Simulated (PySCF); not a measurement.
A calculation with PySCF 2.14.0 of SnSe (ASE script, structure by space group and Wyckoff sites):

File run.py:

```python
import json
import numpy as np
from pyscf.pbc import gto, scf, dft, df
from pyscf.pbc.tools import pyscf_ase
from ase.spacegroup import crystal

atoms = crystal(['Sn', 'Se'], [[0.0, 0.0, 0.0], [0.5, 0.0, 0.0]],
                spacegroup=225, setting=1, cellpar=[6.02, 6.02, 6.02, 90.0, 90.0, 90.0], primitive_cell=True)  # Fm-3m: Sn 4a, Se 4b
cell = pyscf_ase.cell_from_ase(atoms)
cell.basis = {'Se': 'DZVP-MOLOPT-HYB-GTH-q6', 'Sn': 'DZVP-MOLOPT-HYB-GTH-q4'}
cell.pseudo = {'Se': 'GTH-HYB-q6', 'Sn': 'GTH-HYB-q4'}
cell.ke_cutoff = 50  # hartree
cell.exp_to_discard = 0.02
cell.precision = 1e-08
cell.max_memory = 5880  # MB
cell.verbose = 4
cell.build()

res = {}
kpts = cell.make_kpts([2, 2, 2])
mf = dft.KRKS(cell, kpts, xc='pbe')
mf = mf.density_fit()
mf.with_df._cderi_to_save = 'cderi.h5'
mf.with_df.build(j_only=False)
mf.grids = dft.gen_grid.UniformGrids(cell)
mf.conv_tol = 1e-08
mf.max_cycle = 60

mf.kernel()
res.update(converged=bool(mf.converged), e_tot=mf.e_tot, nelec=cell.nelectron, nao=cell.nao, mesh=list(map(int, cell.mesh)), a=cell.lattice_vectors().tolist(), coords=cell.atom_coords().tolist(),
           mo_energy=[np.real(x).tolist() for x in mf.mo_energy], mo_occ=[np.real(x).tolist() for x in mf.mo_occ])
import h5py
print('fit functions by k pair:', sorted({v['0'].shape[0] for v in h5py.File(mf.with_df._cderi)['j3c'].values()}))
res.update(kpts=cell.get_scaled_kpts(kpts).tolist())
res['parts'] = {k: float(np.real(v)) for k, v in mf.scf_summary.items() if np.isscalar(v)}
json.dump(res, open('results.json', 'w'))
if not mf.converged:
    raise SystemExit('SCF not converged')

print('levels (eV)')
for i, kp in enumerate(res['kpts'][:40]):
    print('k %7.4f %7.4f %7.4f  ' % tuple(kp), ' '.join('%.3f' % (x * 27.211386) for x in res['mo_energy'][i][:10]))

# Mulliken populations
dm, s = np.asarray(mf.make_rdm1()), np.asarray(mf.get_ovlp())
sites = cell.aoslice_by_atom()[:, 2:]
tot = np.einsum('kij,kji->i', dm, s).real / len(kpts)
res['mulliken'] = [cell.atom_charge(i) - tot[a0:a1].sum() for i, (a0, a1) in enumerate(sites)]
print('Mulliken charges', np.round(res['mulliken'], 5))

from pyscf.pbc.gw.krgw_ac import KRGWAC
gw = KRGWAC(mf)
gw.fc = True
orbs = list(range(2, 8))
gw.kernel(orbs=orbs)
res['orbs'] = orbs
res['qp'] = np.asarray(gw.mo_energy).real.tolist()
res['done'] = True
json.dump(res, open('results.json', 'w'))
```

Potentials or basis: DZVP-MOLOPT-HYB/GTH-HYB (UZH) (potentials made for PBE0).

The run is started by

```bash
$ OMP_NUM_THREADS=4 python -u run.py > log
```

Measurements of this composition are mostly on another form, of space group No. 62.

Write the same calculation in another form: native input, structure from a POSCAR.

As run:

File run.py:

```python
import json
import numpy as np
from pyscf.pbc import gto, scf, dft, df

cell = gto.Cell()
cell.basis = {'Se': 'DZVP-MOLOPT-HYB-GTH-q6', 'Sn': 'DZVP-MOLOPT-HYB-GTH-q4'}
cell.pseudo = {'Se': 'GTH-HYB-q6', 'Sn': 'GTH-HYB-q4'}
cell.fromfile('POSCAR', format='poscar')
cell.ke_cutoff = 50  # hartree
cell.exp_to_discard = 0.02
cell.precision = 1e-08
cell.max_memory = 5880  # MB
cell.verbose = 4
cell.build()

res = {}
kpts = cell.make_kpts([2, 2, 2])
mf = dft.KRKS(cell, kpts, xc='pbe')
mf = mf.rs_density_fit()
mf.with_df._cderi_to_save = 'cderi.h5'
mf.with_df.build(j_only=False)
mf.grids = dft.gen_grid.UniformGrids(cell)
mf.conv_tol = 1e-08
mf.max_cycle = 60

mf.kernel()
res.update(converged=bool(mf.converged), e_tot=mf.e_tot, nelec=cell.nelectron, nao=cell.nao, mesh=list(map(int, cell.mesh)), a=cell.lattice_vectors().tolist(), coords=cell.atom_coords().tolist(),
           mo_energy=[np.real(x).tolist() for x in mf.mo_energy], mo_occ=[np.real(x).tolist() for x in mf.mo_occ])
import h5py
print('fit functions by k pair:', sorted({v['0'].shape[0] for v in h5py.File(mf.with_df._cderi)['j3c'].values()}))
res.update(kpts=cell.get_scaled_kpts(kpts).tolist())
res['parts'] = {k: float(np.real(v)) for k, v in mf.scf_summary.items() if np.isscalar(v)}
json.dump(res, open('results.json', 'w'))
if not mf.converged:
    raise SystemExit('SCF not converged')

print('levels (eV)')
for i, kp in enumerate(res['kpts'][:40]):
    print('k %7.4f %7.4f %7.4f  ' % tuple(kp), ' '.join('%.3f' % (x * 27.211386) for x in res['mo_energy'][i][:10]))

# Mulliken populations
dm, s = np.asarray(mf.make_rdm1()), np.asarray(mf.get_ovlp())
sites = cell.aoslice_by_atom()[:, 2:]
tot = np.einsum('kij,kji->i', dm, s).real / len(kpts)
res['mulliken'] = [cell.atom_charge(i) - tot[a0:a1].sum() for i, (a0, a1) in enumerate(sites)]
print('Mulliken charges', np.round(res['mulliken'], 5))

from pyscf.pbc.gw.krgw_ac import KRGWAC
gw = KRGWAC(mf)
gw.fc = True
orbs = list(range(2, 8))
gw.kernel(orbs=orbs)
res['orbs'] = orbs
res['qp'] = np.asarray(gw.mo_energy).real.tolist()
res['done'] = True
json.dump(res, open('results.json', 'w'))
```

POSCAR

```
SnSe
1.0
    0.0000000000      3.0100000000      3.0100000000
    3.0100000000      0.0000000000      3.0100000000
    3.0100000000      3.0100000000      0.0000000000
Sn Se
1 1
Direct
    0.0000000000      0.0000000000      0.0000000000
    0.5000000000      0.5000000000      0.5000000000
```

Potentials or basis: DZVP-MOLOPT-HYB/GTH-HYB (UZH) (potentials made for PBE0).

Run with:

```sh
$ OMP_NUM_THREADS=4 python -u run.py > log
```

Both were run:

|  | ASE script, structure by space group and Wyckoff sites | native input, structure from a POSCAR |
| --- | --- | --- |
| Band gap on the k mesh, mean-field level | 0.65 eV, direct | 0.65 eV, direct |
| Mulliken charges | Sn +0.30; Se -0.30 e | Sn +0.30; Se -0.30 e |
| Quasiparticle gap | 0.69 eV | 0.69 eV |
| Least direct quasiparticle gap | 0.69 eV | 0.69 eV |

Keys that steer only the numerical path or the files written may differ.

Caveat: the k mesh is coarse (spacing up to 0.90 Å⁻¹), so the values aren't converged; mesh and basis are far too small for converged many-body values: gaps can be off by tenths of an eV to over 1 eV, and much correlation energy is missing; Mulliken charges move with the basis; total energy, band gap and charges are those of the mean-field reference; spin-orbit coupling is left out, which moves the levels of the heavy elements; the basis of atomic orbitals isn't converged, which shifts pressures, moduli and gaps.
